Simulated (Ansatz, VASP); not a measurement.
# HfB2: VASP beside Ansatz

INCAR

```
SYSTEM = HfB2
ALGO = Fast
EDIFF = 1E-6
EDIFFG = -0.002
ENCUT = 600
GGA = PE
IBRION = 2
ISIF = 3
ISMEAR = 0
IVDW = 12
LASPH = .TRUE.
LCHARG = .FALSE.
LREAL = .FALSE.
LWAVE = .FALSE.
NELM = 100
NSW = 100
PREC = Accurate
SIGMA = 0.1
```

KPOINTS

```
k-points
0
G
  15 15 12
  0 0 0
```

The input POSCAR:

```
HfB2
1.0
    3.1326790800      0.0000000000      0.0000000000
   -1.5663395400      2.7129796700      0.0000000000
    0.0000000000      0.0000000000      3.4792139900
Hf B
1 2
Direct
    0.0000000000      0.0000000000      0.0000000000
    0.3333333300      0.6666666700      0.5000000000
    0.6666666700      0.3333333300      0.5000000000
```

Input for Ansatz:

```yaml
crystal:
  lattice:
    - [3.13267908, 0.0, 0.0]
    - [-1.56633954, 2.71297967, 0.0]
    - [0.0, 0.0, 3.47921399]
  atoms:
    - { symbol: Hf, position: [0.0, 0.0, 0.0] }
    - { symbol: B, position: [0.33333333, 0.66666667, 0.5] }
    - { symbol: B, position: [0.66666667, 0.33333333, 0.5] }
basis:
  ecutwfc: 420
kpoints:
  mp_grid: { grid: [15, 15, 12] }
hamiltonian:
  xc: pbe
  dispersion: d3bj
scf:
  occupations: { method: gaussian, width: 0.1 }
output:
  forces: true
  stress: true
  eigenvalues: true
  write_density: true
  write_potential: true
  elf: true
  volumetric_format: npy
relax:
  adjacent_minimum: "off"
  f_tol: 0.002
  max_steps: 80
  cell: { stress_tol: 0.02 }
```

The cell comes from a database or a generator and needn't be the stable form of this composition.

Alike in both runs: task relaxation of cell and atoms; functional PBE; dispersion D3(BJ); k mesh 15 × 15 × 12; occupations gaussian, width 0.1 eV; no spin polarisation.

```csv
,VASP,Ansatz
version,VASP 6.6.1,Ansatz 0.2.0
potentials or method,"VASP PAW PBE potentials, release 64 (Hf_pv, B)","scalar-relativistic, plane waves, PAW"
plane-wave cutoff (eV),600,420
valence electrons in the cell,16,32
```

|  | VASP | Ansatz | Ansatz less VASP |
| --- | --- | --- | --- |
| gap on the k mesh at the Fermi level, each at its own relaxed structure (eV) | none | none | - |
| relaxed volume (Å³/atom) | 9.71 | 9.72 | +0.012 |
| relaxed cell length with the largest relative difference (Å) | 3.120 | 3.122 | +0.0021 |
| energy change over the relaxation (meV/atom) | -2 | -1 | +0.3 |

A gap of «none» marks a metal or a gap that the smearing closes. The two sets of potentials don't hold the same shells in valence.

Caveats: pairwise dispersion overbinds metals, which lowers pressure and volume. Spin-orbit coupling is left out, which matters for the levels of Hf.
